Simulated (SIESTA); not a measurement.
The system is Si2Ni.

```
Ni Si
1.0
     0.00000    2.70300    2.70300
     2.70300    0.00000    2.70300
     2.70300    2.70300    0.00000
Ni Si
1 2
Direct
  0.00000 0.00000 0.00000
  0.75000 0.75000 0.75000
  0.25000 0.25000 0.25000
```

| Item | Value |
| --- | --- |
| Program | SIESTA 5.4.2 |
| Task | single point |
| Functional | PBE |
| Potentials or basis | PseudoDojo 0.4 standard (PBE files) |
| Basis | DZP (energy shift 0.003 Ry; two zetas on semicore shells) |
| Grid cutoff | 800 Ry |
| Energy shift | 0.003 Ry |
| k mesh | 9 × 9 × 9 |
| Occupations | fermi-dirac, width 0.05 eV |
| Spin | collinear spin, ferromagnetic start |
| Starting moments | [1.0, 0.0, 0.0] μB |

On this cell: pressure 3.9 GPa; largest force zero by symmetry; net moment 0.00 μB per cell; band gap on the k mesh none (metal or under the smearing width).

The same run follows on a disturbed copy (atoms moved at random, drawn with an rms of 0.05 Å):

```
CELL_PARAMETERS angstrom
0.00000 2.70300 2.70300
2.70300 0.00000 2.70300
2.70300 2.70300 0.00000
ATOMIC_POSITIONS crystal
Ni 0.00493 0.00989 0.99540
Si 0.75332 0.75088 0.76642
Si 0.24470 0.25296 0.25518
```

Problem. What changes?

Solution. The energy (extrapolated to zero smearing) moves by +7.8 meV/atom; pressure 4.1 GPa; largest force 0.508 eV/Å; net moment 0.00 μB per cell; band gap on the k mesh none (metal or under the smearing width).

Forces on the atoms (eV/Å):
```
Ni   0.196  0.274 -0.379
Si  -0.227 -0.436  0.069
Si   0.032  0.163  0.309
```

Stress tensor (GPa, compression positive):
```
4.10 0.76 1.70
0.76 4.18 0.69
1.70 0.69 4.04
```

Caveats: short orbitals over semicore shells can move pressures by several GPa; the basis of atomic orbitals isn't converged, which shifts pressures, moduli and gaps.
